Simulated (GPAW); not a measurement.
Runs of GPAW 26.7.0 on ZrB2. The structure is hexagonal, space group P6/mmm (No. 191). Conventional cell: a = 3.170 Å, b = 3.170 Å, c = 3.533 Å, α = 90.00°, β = 90.00°, γ = 120.00°. Zr (site symmetry 6/mmm) is surrounded by 12 B at 2.54 Å. Around B (site symmetry -6m2) lie 3 B at 1.83 Å. 

```csv
task,level,potentials or basis,spin,U,fixed moment (μB),k mesh,cutoff (eV),U projector left unscaled,grid spacing,mesh quality,gap on the mesh (eV),moment (μB),V0 of scaled cells (Å³/atom),B0 (GPa)
equation of state,PBE,"GPAW PAW data sets (gpaw-data 1.2.1), pw",off,-,-,10 × 10 × 8,800,-,-,not flagged,-,-,10.25,240
single point,LDA+U,"the program's PAW data sets (release 1.2.1) made for this functional, pw","collinear, ferromagnetic start",Zr d U = 2 eV,-,10 × 10 × 8,800,no,-,not flagged,none,0.00,-,-
equation of state,C09-vdW,"GPAW PAW data sets (gpaw-data 1.2.1), pw","collinear, random start",-,-,5 × 5 × 4,800,-,-,coarse,-,-,10.17,(a)
single point,TASK+U,"GPAW PAW data sets (gpaw-data 1.2.1), fd","collinear, random start",Zr d U = 4 eV,-,5 × 5 × 4,-,no,0.14 Å,coarse,none,0.00,-,-
```

Alike in all rows: cell as given; smearing fermi-dirac 0.05 eV.

Task: Estimate the missing entries.

Result: (a) 246.

Caveats: some runs use coarse meshes; the cell was scaled at fixed shape and fractional positions, which overstates the stiffness of a crystal with free parameters, most of all of layers and chains (some runs); the U is typed as a test and isn't derived for this compound (some runs); the PAW data sets were made with another functional, which shifts forces and pressure a little (some runs).

A k mesh can miss the band edges, and the runs leave out spin-orbit coupling on Zr.

A gap of «none» marks a metal or a gap under the smearing width.
